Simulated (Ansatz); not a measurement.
The system is Al.

```
CELL_PARAMETERS angstrom
0.00000 2.02481 2.02481
2.02481 0.00000 2.02481
2.02481 2.02481 0.00000
ATOMIC_POSITIONS crystal
Al 0.00000 0.00000 0.00000
```

```yaml
Program: Ansatz 0.2.0
Task: single point
Functional: PBEsol
Potentials_or_basis: Ansatz PAW
Cutoff: "420 eV (not typed: the program's choice for these potentials)"
k_mesh: 11 × 11 × 11
Occupations: fermi-dirac, width 0.05 eV
Spin: no spin polarisation
```

On this cell: pressure -1.9 GPa; band gap on the k mesh none (metal or under the smearing width).

The same run follows on a disturbed copy (cell strained at random at fixed volume):

```
Al
1.0
     0.04789    1.96914    2.02685
     2.04326   -0.00835    2.08310
     2.04058    2.02271   -0.00568
Al
1
Cartesian
  0.0167 0.0547 -0.0153
```

What changes?

The energy (extrapolated to zero smearing) moves by +4.7 meV/atom; pressure -1.7 GPa; band gap on the k mesh none (metal or under the smearing width).

Stress tensor (GPa, compression positive):
```
-0.85 -0.72 -1.15
-0.72 -0.94  1.50
-1.15  1.50 -3.40
```

Caveats: the PAW data sets come from PBE, with cores solved anew for the run's functional, which leaves a small shift of forces and pressure.
